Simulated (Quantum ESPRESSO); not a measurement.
# Moving the choice of potentials or basis in Tc

The structure is hexagonal, space group P6_3/mmc (No. 194). Conventional cell: a = 2.740 Å, b = 2.740 Å, c = 4.398 Å, α = 90.00°, β = 90.00°, γ = 120.00°. Tc (site symmetry -6m2) is surrounded by 12 Tc at 2.71 to 2.74 Å.

Kept alike: task band structure; functional PBE; k mesh 11 × 11 × 6; occupations fermi-dirac, width 0.05 eV; no spin polarisation. Program: Quantum ESPRESSO. Cutoffs run from 612 to 1143 eV. The mesh is that of the run's cell of 2 atoms. No spin-orbit coupling.

| choice of potentials or basis | pressure (GPa) |
| --- | --- |
| Ansatz NC SR PBE | 2.90 |
| GBRV 1.5 PBE | 2.46 |
| PseudoDojo 0.4 SR PBE stringent | 3.28 |
| PseudoDojo 0.4.1 SR PBE standard | 3.28 |
| PseudoDojo 0.5 SR PBE standard | 3.28 |
| PseudoDojo 0.5 SR PBE stringent | 3.28 |
| SG15 PBE 1.2 | 2.89 |
| SPMS 1.0 PBE | 2.73 |
| SSSP 1.3 efficiency PBE | 2.86 |

Pressure is positive in compression; the values hold the error of the finite cutoff, so their zero can differ a little from the energy's minimum. For a metal such a mesh leaves the last digits unconverged. Runs of this series that gave no sound value for these columns are left out.

Task: What does the choice of potentials or basis change here?

Result: The pressure runs from 2.46 (GBRV 1.5 PBE) to 3.28 GPa (PseudoDojo 0.4 SR PBE stringent; PseudoDojo 0.4.1 SR PBE standard; PseudoDojo 0.5 SR PBE standard; PseudoDojo 0.5 SR PBE stringent).
